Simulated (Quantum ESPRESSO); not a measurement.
The system is Ni.

```
Ni
1.0
     2.44802    0.00000    0.00000
    -1.22401    2.12005    0.00000
     0.00000    0.00000    4.07281
Ni
2
Cartesian
  1.2240 0.7067 3.0546
  0.0000 1.4134 1.0182
```

This isn't the form of Ni at room conditions, which is fcc.

Alike in all runs: program Quantum ESPRESSO 7.5; functional PBEsol; potentials or basis GBRV 1.5 PBEsol; cutoff 612 eV; density cutoff 4898 eV; k mesh 10 × 10 × 6; occupations fermi-dirac, width 0.05 eV.

The same cell was started in several ways:

```tsv
start	free energy over the lowest (meV/atom)	net moment (μB)	site or absolute moments (μB)	gap
collinear spin, random start of up to 0.83 μB	59.0	0.00	Ni +0.30, -0.30	none (metal or under the smearing width)
collinear spin, ferrimagnetic start of up to 1 μB	59.0	0.00	Ni +0.30, -0.30	none (metal or under the smearing width)
collinear spin, ferromagnetic start of up to 1 μB	0.0	1.36	Ni +0.72	none (metal or under the smearing width)
collinear spin, antiferromagnetic start of up to 1 μB	59.0	0.00	Ni +0.30, -0.30	none (metal or under the smearing width)
non-collinear spin, random start of up to 0.83 μB	0.0	1.36	absolute 1.54	none (metal or under the smearing width)
```

The spin-polarised runs without a constraint all converged, yet they end up to 59 meV/atom apart: a converged run can sit in a state that isn't the lowest. A still lower state may exist.

Caveats: non-collinear GGA energies in this program can be off by tens of meV an atom and hang on the start (some runs).
